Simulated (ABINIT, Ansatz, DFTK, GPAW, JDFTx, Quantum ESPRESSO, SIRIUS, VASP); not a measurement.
## Si2W: programs and potentials compared

```xyz
3
Lattice="-1.6069 1.6069 3.9150 1.6069 -1.6069 3.9150 1.6069 1.6069 -3.9150" Properties=species:S:1:pos:R:3 pbc="T T T"
W     0.0000    0.0000    0.0000
Si    0.0000    0.0000    5.2092
Si    0.0000    0.0000    2.6207
```

Alike in all runs: task single point; functional PBEsol; k mesh 12 × 12 × 12; occupations fermi-dirac, width 0.05 eV; no spin polarisation; no spin-orbit coupling. Pressure is positive in compression and, in plane waves, holds the error of the finite cutoff.

| program and potentials | plane-wave cutoff (eV) | notes | band gap (eV) | pressure (GPa) |
| --- | --- | --- | --- | --- |
| DFTK, PseudoDojo SR PBEsol 0.4.1 standard (PBEsol) | 1007 | - | no gap | -1.96 |
| SIRIUS, PseudoDojo 0.4.1 PBEsol standard (scalar relativistic) | 1030 | - | no gap | -1.96 |
| JDFTx, PseudoDojo-SR-PBEsol-0.4.1-standard with smoothed tails | 1007 | - | no gap | -1.96 |
| VASP, PBE PAW files Si, W_sv, 520 eV | 520 | potentials made for PBE | no gap | -1.63 |
| GPAW, PAW data sets generated for this functional | 600 | - | no gap | -1.26 |
| Quantum ESPRESSO, GBRV 1.5 PBEsol | 762 | - | no gap | -1.92 |
| ABINIT, PseudoDojo NC SR PBEsol v0.4.1 standard | 1007 | - | no gap | -1.96 |
| Ansatz, all-electron LAPW, scalar-relativistic | - | - | no gap | -2.00 |

Force on atom 2 (Si), eV/Å:

| program and potentials | x | y | z |
| --- | --- | --- | --- |
| DFTK, PseudoDojo SR PBEsol 0.4.1 standard (PBEsol) | 0.000 | 0.000 | 0.024 |
| SIRIUS, PseudoDojo 0.4.1 PBEsol standard (scalar relativistic) | 0.000 | 0.000 | 0.024 |
| JDFTx, PseudoDojo-SR-PBEsol-0.4.1-standard with smoothed tails | 0.000 | 0.000 | 0.024 |
| VASP, PBE PAW files Si, W_sv, 520 eV | 0.000 | 0.000 | 0.027 |
| GPAW, PAW data sets generated for this functional | 0.000 | 0.000 | 0.034 |
| Quantum ESPRESSO, GBRV 1.5 PBEsol | 0.000 | 0.000 | 0.027 |
| ABINIT, PseudoDojo NC SR PBEsol v0.4.1 standard | 0.000 | 0.000 | 0.024 |

None finds a gap. The pressure spans -2.00 (Ansatz, all-electron LAPW, scalar-relativistic) to -1.26 GPa (GPAW, PAW data sets generated for this functional), with all-electron results at -2.00.

The functional is the same throughout but for its coding, so the spread measures potentials, basis and numerics; runs on potential files found faulty are left out.
